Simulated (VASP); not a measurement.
A convergence study with VASP on CsPbI₃ (cubic perovskite): one setting is varied, all else stays as given below, so the limit is that of these other settings. Each run relaxes cell and ions from the cell shown. The basis is that of the starting cell, so low cut-offs carry a Pulay error.

```yaml
crystal:
  lattice:
    - [6.29000, 0.00000, 0.00000]
    - [0.00000, 6.29000, 0.00000]
    - [0.00000, 0.00000, 6.29000]
  atoms:
    - { symbol: Cs, position: [0.00000, 0.00000, 0.00000] }
    - { symbol: Pb, position: [0.50000, 0.50000, 0.50000] }
    - { symbol: I, position: [0.50000, 0.00000, 0.50000] }
    - { symbol: I, position: [0.00000, 0.50000, 0.50000] }
    - { symbol: I, position: [0.50000, 0.50000, 0.00000] }
```

Computed with PBE GGA, VASP's PBE PAW potentials (set 64) (plane waves; VASP). The tightest run used: 700 eV cut-off, 3×3×3 Γ-centred mesh, Gaussian smearing of 0.050 eV, potentials Cs_sv Pb_d I.

Gaps are read on the run's mesh, which can miss a band edge.

The settings run are ENCUT = 200; ENCUT = 250; ENCUT = 300; ENCUT = 350; ENCUT = 400; ENCUT = 450; ENCUT = 500; ENCUT = 550; ENCUT = 600; ENCUT = 650; ENCUT = 700. From which on does the relaxed volume stay within 0.1 Å³/atom of the tightest run?

From ENCUT = 450 on: it is off by 0.014 there and by no more than 0.1 in any finer run, while ENCUT = 400 is off by 0.106.
| setting | relaxed volume (Å³/atom) | E (eV/atom) | gap on the mesh (eV) | plane waves | difference judged (Å³/atom) |
|---|---|---|---|---|---|
| ENCUT = 200 | 46.720 | -2.8312 | 3.748 | 1614 | 4.814 |
| ENCUT = 250 | 51.298 | -2.8371 | 3.519 | 2240 | 0.237 |
| ENCUT = 300 | 51.216 | -2.8369 | 3.525 | 2950 | 0.318 |
| ENCUT = 350 | 51.203 | -2.8367 | 3.526 | 3743 | 0.332 |
| ENCUT = 400 | 51.429 | -2.8378 | 3.512 | 4553 | 0.106 |
| ENCUT = 450 | 51.520 | -2.8381 | 3.507 | 5449 | 0.014 |
| ENCUT = 500 | 51.504 | -2.8380 | 3.508 | 6355 | 0.031 |
| ENCUT = 550 | 51.490 | -2.8379 | 3.509 | 7309 | 0.044 |
| ENCUT = 600 | 51.506 | -2.8380 | 3.508 | 8321 | 0.028 |
| ENCUT = 650 | 51.529 | -2.8381 | 3.506 | 9374 | 0.006 |
| ENCUT = 700 | 51.534 | -2.8381 | 3.506 | 10491 | 0.000 |

Left out are rungs that failed or repeat a setting and relaxations that didn't move; long series are thinned to 24 rows.

The compound is CsPbI3 in the cubic perovskite structure, the ideal cubic form; the compound distorts at low or room temperature.
